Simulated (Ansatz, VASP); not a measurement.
# One calculation of Si, two programs

```xyz
2
Lattice="0.0000 2.7169 2.7169 2.7169 0.0000 2.7169 2.7169 2.7169 0.0000" Properties=species:S:1:pos:R:3 pbc="T T T"
Si    1.3585    1.3585    1.3585
Si    0.0000    0.0000    0.0000
```

Alike in both runs: functional PBEsol; k mesh 12 × 12 × 12; occupations gaussian, width 0.02 eV; no spin polarisation.

Ansatz relaxed the structure, and its values are those at the end. VASP's run is a single point on that final structure, the one shown.

```csv
,VASP,Ansatz
version,VASP 6.6.1,Ansatz 0.2.0
potentials or method,"VASP PAW PBE potentials, release 64 (Si)","scalar-relativistic, plane waves, PAW"
plane-wave cutoff (eV),520,420
valence electrons in the cell,8,8
```

|  | VASP | Ansatz | Ansatz less VASP |
| --- | --- | --- | --- |
| gap on the k mesh at the Fermi level (eV) | 0.46 | 0.46 | +0.005 |
| least direct gap on the mesh (eV) | 2.52 | 2.52 | +0.003 |
| pressure (GPa) | 0.1 | 0.0 | -0.11 |

Caveats: the PAW data sets were made with another functional, which shifts forces and pressure a little (VASP). A k mesh can miss the band edges. As with any semilocal functional, this PBEsol gap is likely too small.
